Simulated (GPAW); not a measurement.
HgSe, 2 atoms in the cell. Symmetry: F-43m, No. 216, cubic system. The conventional cell has a = 6.078 Å, b = 6.078 Å, c = 6.078 Å, α = 90.00°, β = 90.00°, γ = 90.00°. Hg (site symmetry -43m) is surrounded by 4 Se at 2.63 Å. Se (site symmetry -43m) has 4 Hg at 2.63 Å as nearest neighbours. 

```yaml
Program: GPAW 26.7.0
Task: energy-loss spectrum
Functional: LDA
Potentials_or_basis: JTH PAW 2.0, LDA
Cutoff: 450 eV
Basis: pw
k_mesh: 6 × 6 × 6
Occupations: fermi-dirac, width 0.05 eV
Spin: no spin polarisation
Kernel: RPA
Eta: 0.2 eV
Response_ecut: 40 eV
Domega0: 0.1 eV
Maxiter: 150
Response_k_mesh: 19 × 19 × 19
Omega2: 10 eV
Response_bands: 41
Q_points: "[[0.2105263158, 0.2105263158, 0.0], [0.3157894737, 0.3157894737, 0.0]]"
Data_set: Hg jth, Se jth
```

Potentials or basis: JTH PAW 2.0, LDA, pw.

Run with:

```sh
$ OMP_NUM_THREADS=1 python run.py
```

Hardware: 1 thread of Arm Neoverse V2, on a shared host.

Q: How long does it take, and how much memory?

A: Wall time 11 min on 1 thread of Arm Neoverse V2, on a shared host, peak memory 0.54 GiB. Counts: scf iterations 34, plane waves 1243, bands 18, k points 16.
